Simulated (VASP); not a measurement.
Set up this calculation in VASP 6.6.1, as the native input.

```
Task                   : single point
Functional             : PBEsol
Potentials or basis    : VASP PAW PBE potentials, release 64 (Cs_sv, I)
Cutoff                 : 520 eV
k mesh                 : 6 × 6 × 6
Occupations            : gaussian, width 0.02 eV
Spin                   : no spin polarisation
Dipole correction      : no
Further INCAR settings : ALGO = Normal; EDIFF = 1e-07; NBANDS = 15
```

The structure of CsI lies in POSCAR:

```
CsI
1.0
    4.5033237172      0.0000000000      0.0000000000
    0.0000000000      4.5033237172      0.0000000000
    0.0000000000      0.0000000000      4.5033237172
Cs I
1 1
Direct
    0.0000000000      0.0000000000      0.0000000000
    0.5000000000      0.5000000000      0.5000000000
```

The input as run:

INCAR

```
SYSTEM = CsI
  ALGO = Normal
  EDIFF = 1E-7
  ENCUT = 520
  GGA = PS
  ISIF = 2
  ISMEAR = 0
  LASPH = .True.
  LCHARG = .False.
  LREAL = .False.
  LWAVE = .False.
  NBANDS = 15
  NELM = 80
  PREC = Accurate
  SIGMA = 0.02
```

KPOINTS

```
k-points
0
Gamma
  6 6 6
  0 0 0
```

Potentials or basis: VASP PAW PBE potentials, release 64 (Cs_sv, I).

The run is started by

```bash
$ cat potpaw_PBE.64/Cs_sv/POTCAR potpaw_PBE.64/I/POTCAR > POTCAR
$ mpirun -np 1 vasp_std > vasp.out
```

Results of the run:

| Item | Value |
| --- | --- |
| Pressure | 0.1 GPa |
| Band gap on the k mesh | 3.84 eV, indirect (least direct gap 3.92 eV) |

Caveat: the PAW data sets were made with another functional, which shifts forces and pressure a little; spin-orbit coupling is left out, which moves the levels of the heavy elements.

Run time: 16 s on 1 thread of AMD EPYC 9R45 (Zen 5) (shared host), peak memory 0.18 GiB.
